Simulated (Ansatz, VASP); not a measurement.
Two plane-wave programs on V

```xyz
1
Lattice="2.4506 0.0000 0.0000 0.0000 2.4506 0.0000 0.0000 0.0000 2.4506" Properties=species:S:1:pos:R:3 pbc="T T T"
V     0.0000    0.0000    0.0000
```

Alike in both runs: functional PBE; k mesh 16 × 16 × 16; occupations gaussian, width 0.1 eV; no spin polarisation.

Ansatz relaxed the structure, and its values are those at the end. VASP's run is a single point on that final structure, the one shown.

|  | VASP | Ansatz |
| --- | --- | --- |
| version | VASP 6.6.1 | Ansatz 0.2.0 |
| potentials or method | VASP PAW PBE potentials, release 64 (V_sv) | scalar-relativistic, plane waves, PAW |
| plane-wave cutoff (eV) | 520 | 420 |
| valence electrons in the cell | 13 | 13 |

|  | VASP | Ansatz | Ansatz less VASP |
| --- | --- | --- | --- |
| gap on the k mesh at the Fermi level (eV) | none | none | - |
| pressure (GPa) | 0.3 | 0.0 | -0.28 |

A gap of «none» marks a metal or a gap that the smearing closes. The functional is the same, so the differences come from potentials, cutoffs and numerics.
